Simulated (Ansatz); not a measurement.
# HfB2 (P6/mmm) in Ansatz: a series of runs

The runs below take HfB2 through single point, equation of state, with r2SCAN.

Everything below comes from runs of Ansatz 0.2.0. Logs are shortened: lines on timing, memory, paths and dates and some standing lists are left out, and cuts for length are marked.

### 1 The crystal as given

Symmetry: P6/mmm, No. 191, hexagonal system. The conventional cell has a = 3.140 Å, b = 3.140 Å, c = 3.480 Å, α = 90.00°, β = 90.00°, γ = 120.00°. Around Hf (site symmetry 6/mmm) lie 12 B at 2.51 Å. B (site symmetry -6m2) has 3 B at 1.81 Å as nearest neighbours.

### 2 Single point, r2SCAN, 9.31 Å³/atom (volume scaled by 0.94)

input.yaml

```yaml
crystal:
  lattice:
    - [3.0759003814, 0.0, 0.0]
    - [-1.5379501907, 2.6638078698, 0.0]
    - [0.0, 0.0, 3.4089596583]
  atoms:
    - { symbol: Hf, position: [0.0, 0.0, 0.0] }
    - { symbol: B, position: [0.6666666667, 0.3333333333, 0.5] }
    - { symbol: B, position: [0.3333333333, 0.6666666667, 0.5] }
hamiltonian:
  xc: r2scan
  pseudopotentials: { kind: paw }
kpoints:
  mp_grid: { grid: [10, 10, 8] }
scf:
  occupations: { method: fermi_dirac, width: 0.05 }
output:
  forces: true
  stress: true
  eigenvalues: true
```

Potentials or basis: Ansatz PAW.

On the command line:

```console
$ ansatz run input.yaml --threads 2 --pin off --max-ram 5632MiB --backend cpu --events-out ev --progress --plain --runs-dir out
```

Output:

```text
Warning: RAYON_NUM_THREADS=2 ignored (pool sized by the plan → 2); use --threads N
Engine: ansatz 0.2.0, aarch64-unknown-linux-gnu
Pseudopotentials: kind: paw
Pseudopotential: Hf, paw, valence charge 26, recommended cutoff 500 eV (meta_gga), Hf.paw.azcp
Pseudopotential: B, paw, valence charge 3, recommended cutoff 500 eV (meta_gga), B.paw.azcp
Functional definition: r2SCAN
  parameter k0 = 0.174
  parameter k1 = 0.065
  parameter a1 = 4.9479
  exchange = r2scan_x(k0 = k0, k1 = k1, a1 = a1)
  correlation = r2scan_c
Crystal: 3 atoms, lattice volume = 27.932 Å³
Basis set: ecut = 500 eV, 733 PW (Γ), exchange–correlation on 96×96×100 points (64 copies of the dense FFT grid, shifted against one another)
Bands: 20, of which v1, the nominal top of the filled ones, is band 16 counted from 1 (15 counted from 0)
Symmetry: 24 space group operations
Space group: P6/mmm (ITA 191), of the structure as read, at distance tolerance 3.0e-5 Å
k-points: 70 of 800
Non-local potential: Hf, projectors of the file, l = 0: 3, l = 1: 2, l = 2: 2, l = 3: 3
Non-local potential: B, projectors of the file, l = 0: 2, l = 1: 2, l = 2: 1
PAW form: soft (Blöchl's): semilocal exchange-correlation on the pseudo side does not see the compensation charge
PAW frozen core: Hf, regenerated for the run's functional (the file was generated under x = pbe(κ = 0.804, μ = 0.2195149727645171), c = pbe(β = 0.06672455060314922))
PAW frozen core: B, regenerated for the run's functional (the file was generated under x = pbe(κ = 0.804, μ = 0.2195149727645171), c = pbe(β = 0.06672455060314922))
PAW one-centre angular grid: Hf, 974 points (default); XC on 160 Gauss nodes
PAW one-centre angular grid: B, 302 points (default); XC on 160 Gauss nodes
Initial density: superposition of atomic densities (neutral atoms: chi_scale 0, normalization atom), corrected by the library's trained network
Initial wavefunctions: pseudopotential atomic-orbital guess
Functional: x = r2scan, c = r2scan; τ floored in thin density (d = 2e-4 eV/Å³)
SCF iter   1: F=—  HF=-16049.226129 eV  |F-HF|=—  |Δ(HF+E_count)|=         —  Δρ=8.36e-3  dr2=1.81e-2  dr2_τ=2.97e-1  ethr=1.77e-3  ⟨swp⟩=5.5  Hψ=5796  notcnv=0
preconditioner: auto → none  [insulator: Δε(μ)=0.298 eV  Ē_g=18.582 eV  σ=0.050 eV  W_gap=0.75  n_scr=8 (ndim 8)  ℏωp=38.5 eV  f_vac=0.000  D(μ)=0.30/eV (n_scr^D=0)  ε∞_Penn≈5.3]
SCF iter   2: F=—  HF=-16049.294515 eV  |F-HF|=—  |Δ(HF+E_count)|=   6.84e-2  Δρ=4.95e-3  dr2=8.71e-3  dr2_τ=1.90e-3  ethr=5.65e-5  ⟨swp⟩=2.3  Hψ=3401  notcnv=0
SCF iter   3: F=—  HF=-16049.290731 eV  |F-HF|=—  |Δ(HF+E_count)|=   3.78e-3  Δρ=2.64e-3  dr2=8.89e-4  dr2_τ=5.27e-5  ethr=2.72e-5  ⟨swp⟩=2.0  Hψ=2797  notcnv=0
SCF iter   4: F=—  HF=-16049.290923 eV  |F-HF|=—  |Δ(HF+E_count)|=   1.92e-4  Δρ=5.50e-4  dr2=3.89e-5  dr2_τ=7.53e-6  ethr=2.78e-6  ⟨swp⟩=2.0  Hψ=2464  notcnv=0
SCF iter   5: F=—  HF=-16049.290950 eV  |F-HF|=—  |Δ(HF+E_count)|=   2.70e-5  Δρ=1.24e-4  dr2=3.21e-6  dr2_τ=1.79e-7  ethr=1.22e-7  ⟨swp⟩=2.0  Hψ=2404  notcnv=0
SCF iter   6: F=-16049.290951 eV  HF=-16049.290950 eV  |F-HF|=3.27e-7  |Δ(HF+E_count)|=   4.01e-7  Δρ=2.43e-5  dr2=8.82e-8  dr2_τ=1.08e-8  ethr=3.13e-10  ⟨swp⟩=3.2  Hψ=6339  notcnv=0
the search or the solves at the SCF's close seem to have found levels that the self-consistency loop had missed (the run counts 1). By its estimate they hold under 1e-12 electrons; where the run keeps them, the occupations were computed again with them
SCF 1 converged in 6 iterations: F = -16049.290951 eV  dr2 = 8.82e-8
SCF converged after 6 iterations
Free energy (F): -16049.290951 eV
Harris-Foulkes:  -16049.290950 eV  (|F-HF|=3.27e-7)
Internal energy: -16049.288430 eV  (E = F + TS)
E sigma→0 (E₀):  -16049.289690 eV
Entropy (-TS):   -0.002521 eV (-0.840 meV/atom)
Fermi energy:    21.765005 eV
--- Per-component energies (eV) ---
  E_band       = 155.867080
  E_kinetic    = 532.517251
  E_local      = -5116.488471  (includes V_loc(G=0)·N_el)
  E_nonlocal   = -1225.625866
  E_hartree    = 2459.100702
  E_xc         = -350.915399
  E_vxc        = -382.694551  (∫ρ·V_xc dr)
  E_paw        = -7114.315555  (= ΣΔE_a)
  E_vpaw       = 1411.416555  (= ΣTr[D̂ρ^β])
  E_aug_tail   = -0.000004  (compensation charges beyond the density's cutoff)
  E_vtau       = 18.532427  (kinetic-family band-sum trace: ∫τ·v_τ [+ j·A + Jᵃ·Aᵃ] dr)
  E_ewald      = -5233.845726
  E_core_change = 0.284638  (= ΣΔE_core)
  E_smearing   = -0.002521  (= −TS)
  E_closure    = 0.000000  (closes the sum)
  Σ components = -16049.290951   (vs F -16049.290951, Δ=0.00e0)
--- Forces (eV/Å), atoms counted from 1 ---
  atom   1  Hf    -0.00000000     0.00000000     0.00000000
  atom   2  B      0.00000000     0.00000000     0.00000000
  atom   3  B      0.00000000    -0.00000000    -0.00000000
  max |Σ_I F_I| component: 1.48e-16 eV/Å
--- Stress (GPa, compression-positive) ---
       17.458267       0.000000      -0.000000
        0.000000      17.458267      -0.000000
       -0.000000      -0.000000      16.540424
  P = ⅓ Tr σ = 17.1523 GPa (171.523 kbar)
--- Band table (eV; the first three rows and the last of 70) ---
  k-point 0: bands = ["-41.5629", "-9.8253", "-9.2470", "-9.2470", "6.8317", "10.0071", "10.0227", "10.0524", "10.0524", "10.0535", "10.0535", "10.1644", "18.5754", "18.6601", "18.6601", "18.8893", "26.3917", "26.3917", "27.1206", "27.1206"]
  k-point 1: bands = ["-41.5614", "-9.8815", "-9.2429", "-9.2429", "7.1100", "10.0043", "10.0226", "10.0489", "10.0489", "10.0565", "10.0565", "10.1644", "16.9812", "18.8390", "18.8390", "20.4150", "24.8460", "24.8460", "26.5258", "26.5258"]
  k-point 2: bands = ["-41.5577", "-10.0142", "-9.2331", "-9.2331", "7.8738", "10.0008", "10.0224", "10.0379", "10.0379", "10.0665", "10.0665", "10.1645", "15.2102", "19.3556", "19.3556", "22.0792", "23.4039", "23.4039", "25.1730", "25.1730"]
  k-point 69: bands = ["-41.4758", "-9.9528", "-9.9261", "-9.7729", "9.9914", "9.9980", "10.0448", "10.0489", "10.0543", "10.0667", "10.1304", "11.3574", "12.4429", "15.9189", "18.2708", "18.3331", "27.0679", "28.2852", "29.1932", "29.6690"]
```

It took 5.6 s on 2 threads of Arm Neoverse N1, shared host; peak memory 0.4 GiB.

What came out:

```
Free energy            : -16049.2910 eV
Pressure               : 17.2 GPa
Band gap on the k mesh : none (metal or under the smearing width)
```

Caveat: the PAW data sets come from PBE, with cores solved anew for the run's functional, which leaves a small shift of forces and pressure.

### 3 Single point, r2SCAN, 9.51 Å³/atom (volume scaled by 0.96)

input.yaml, as its differences from that of step 2:

```diff
@@ -2,5 +2,5 @@
   lattice:
-    - [3.0759003814, 0.0, 0.0]
-    - [-1.5379501907, 2.6638078698, 0.0]
-    - [0.0, 0.0, 3.4089596583]
+    - [3.0975623654, 0.0, 0.0]
+    - [-1.5487811827, 2.6825676982, 0.0]
+    - [0.0, 0.0, 3.4329672075]
   atoms:
```

Potentials or basis: Ansatz PAW.

On the command line:

```console
$ ansatz run input.yaml --threads 2 --pin off --max-ram 5632MiB --backend cpu --events-out ev --progress --plain --runs-dir out
```

Run time: 5.8 s. Hardware: 2 threads of Arm Neoverse N1, shared host; peak memory 0.41 GiB.

The run converged. Its results:

```yaml
Free_energy: -16049.3423 eV
Pressure: 10.6 GPa
Band_gap_on_the_k_mesh: none (metal or under the smearing width)
```

Caveat: the PAW data sets come from PBE, with cores solved anew for the run's functional, which leaves a small shift of forces and pressure.

### 4 Single point, r2SCAN, 9.71 Å³/atom (volume scaled by 0.98)

input.yaml, as its differences from that of step 3:

```diff
@@ -2,5 +2,5 @@
   lattice:
-    - [3.0975623654, 0.0, 0.0]
-    - [-1.5487811827, 2.6825676982, 0.0]
-    - [0.0, 0.0, 3.4329672075]
+    - [3.1189255395, 0.0, 0.0]
+    - [-1.5594627698, 2.7010687497, 0.0]
+    - [0.0, 0.0, 3.4566435916]
   atoms:
@@ -20 +20,5 @@
   eigenvalues: true
+  write_density: true
+  write_potential: true
+  elf: true
+  volumetric_format: npy
```

On the command line:

```console
$ ansatz run input.yaml --threads 2 --pin off --max-ram 5632MiB --backend cpu --events-out ev --progress --plain --runs-dir out
```

It took 6.2 s on 2 threads of Arm Neoverse N1, shared host; peak memory 0.41 GiB.

It converged, with:

| Property | Result |
| --- | --- |
| Free energy | -16049.3707 eV |
| Pressure | 4.7 GPa |
| Band gap on the k mesh | none (metal or under the smearing width) |

Caveat: the PAW data sets come from PBE, with cores solved anew for the run's functional, which leaves a small shift of forces and pressure.

### 5 Single point, r2SCAN, 9.90 Å³/atom

input.yaml, as its differences from that of step 4:

```diff
@@ -2,5 +2,5 @@
   lattice:
-    - [3.1189255395, 0.0, 0.0]
-    - [-1.5594627698, 2.7010687497, 0.0]
-    - [0.0, 0.0, 3.4566435916]
+    - [3.14, 0.0, 0.0]
+    - [-1.57, 2.7193197679, 0.0]
+    - [0.0, 0.0, 3.48]
   atoms:
@@ -20,5 +20 @@
   eigenvalues: true
-  write_density: true
-  write_potential: true
-  elf: true
-  volumetric_format: npy
```

On the command line:

```console
$ ansatz run input.yaml --threads 2 --pin off --max-ram 5632MiB --backend cpu --events-out ev --progress --plain --runs-dir out
```

It took 4.9 s on 2 threads of Arm Neoverse N1, shared host; peak memory 0.41 GiB.

Results (log left out):

```
Free energy            : -16049.3782 eV
Pressure               : -0.6 GPa
Band gap on the k mesh : none (metal or under the smearing width)
```

Caveat: the PAW data sets come from PBE, with cores solved anew for the run's functional, which leaves a small shift of forces and pressure.

### 6 Single point, r2SCAN, 10.10 Å³/atom (volume scaled by 1.02)

input.yaml, as its differences from that of step 5:

```diff
@@ -2,5 +2,5 @@
   lattice:
-    - [3.14, 0.0, 0.0]
-    - [-1.57, 2.7193197679, 0.0]
-    - [0.0, 0.0, 3.48]
+    - [3.160795308, 0.0, 0.0]
+    - [-1.580397654, 2.7373290329, 0.0]
+    - [0.0, 0.0, 3.5030470293]
   atoms:
```

Potentials or basis: Ansatz PAW.

On the command line:

```console
$ ansatz run input.yaml --threads 2 --pin off --max-ram 5632MiB --backend cpu --events-out ev --progress --plain --runs-dir out
```

It took 5.3 s on 2 threads of Arm Neoverse N1, shared host; peak memory 0.41 GiB.

Results (log left out):

```
Free energy            : -16049.3668 eV
Pressure               : -5.5 GPa
Band gap on the k mesh : none (metal or under the smearing width)
```

Caveat: the PAW data sets come from PBE, with cores solved anew for the run's functional, which leaves a small shift of forces and pressure.

### 7 Single point, r2SCAN, 10.30 Å³/atom (volume scaled by 1.04)

input.yaml, as its differences from that of step 6:

```diff
@@ -2,5 +2,5 @@
   lattice:
-    - [3.160795308, 0.0, 0.0]
-    - [-1.580397654, 2.7373290329, 0.0]
-    - [0.0, 0.0, 3.5030470293]
+    - [3.181320528, 0.0, 0.0]
+    - [-1.590660264, 2.7551043948, 0.0]
+    - [0.0, 0.0, 3.5257947253]
   atoms:
@@ -20 +20,5 @@
   eigenvalues: true
+  write_density: true
+  write_potential: true
+  elf: true
+  volumetric_format: npy
```

On the command line:

```console
$ ansatz run input.yaml --threads 2 --pin off --max-ram 5632MiB --backend cpu --events-out ev --progress --plain --runs-dir out
```

It took 7.1 s on 2 threads of Arm Neoverse N1, shared host; peak memory 0.41 GiB.

Results (log left out):

| Quantity | Value |
| --- | --- |
| Free energy | -16049.3382 eV |
| Pressure | -9.9 GPa |
| Band gap on the k mesh | none (metal or under the smearing width) |

Caveat: the PAW data sets come from PBE, with cores solved anew for the run's functional, which leaves a small shift of forces and pressure.

### 8 Single point, r2SCAN, 10.50 Å³/atom (volume scaled by 1.06)

input.yaml, as its differences from that of step 7:

```diff
@@ -2,5 +2,5 @@
   lattice:
-    - [3.181320528, 0.0, 0.0]
-    - [-1.590660264, 2.7551043948, 0.0]
-    - [0.0, 0.0, 3.5257947253]
+    - [3.2015842624, 0.0, 0.0]
+    - [-1.6007921312, 2.7726533036, 0.0]
+    - [0.0, 0.0, 3.548252622]
   atoms:
@@ -20,5 +20 @@
   eigenvalues: true
-  write_density: true
-  write_potential: true
-  elf: true
-  volumetric_format: npy
```

On the command line:

```console
$ ansatz run input.yaml --threads 2 --pin off --max-ram 5632MiB --backend cpu --events-out ev --progress --plain --runs-dir out
```

Wall time 6.1 s (2 threads of Arm Neoverse N1, shared host); peak memory 0.41 GiB.

Results (log left out):

* Free energy: -16049.2939 eV
* Pressure: -13.9 GPa
* Band gap on the k mesh: none (metal or under the smearing width)

Caveat: the PAW data sets come from PBE, with cores solved anew for the run's functional, which leaves a small shift of forces and pressure.

### 9 Equation of state, r2SCAN

Potentials or basis: Ansatz PAW.

This step only gathers the single runs of the series.

What came out:

| Property | Result |
| --- | --- |
| Equilibrium volume | 9.88 Å³/atom |
| Bulk modulus at fixed shape and positions | 257 GPa |
| Pressure derivative of the bulk modulus | 3.8 |

Energy against volume, from the lowest point:
| volume (Å³/atom) | energy (meV/atom) |
| --- | --- |
| 9.311 | 29.08 |
| 9.509 | 11.96 |
| 9.707 | 2.50 |
| 9.905 | 0.00 |
| 10.103 | 3.81 |
| 10.301 | 13.35 |
| 10.499 | 28.09 |

Caveat: the cell was scaled at fixed shape and fractional positions, which overstates the stiffness of a crystal with free parameters, most of all of layers and chains; the PAW data sets were made with another functional, which shifts forces and pressure a little.

### 10 For comparison

An earlier run on the cell as given: functional PBEsol; potentials or basis Ansatz PAW; cutoff 420 eV (not typed: the program's choice for these potentials); k mesh 10 × 10 × 8; occupations fermi-dirac, width 0.05 eV; no spin polarisation.

* Pressure: -4.3 GPa
* Band gap on the k mesh: none (metal or under the smearing width)
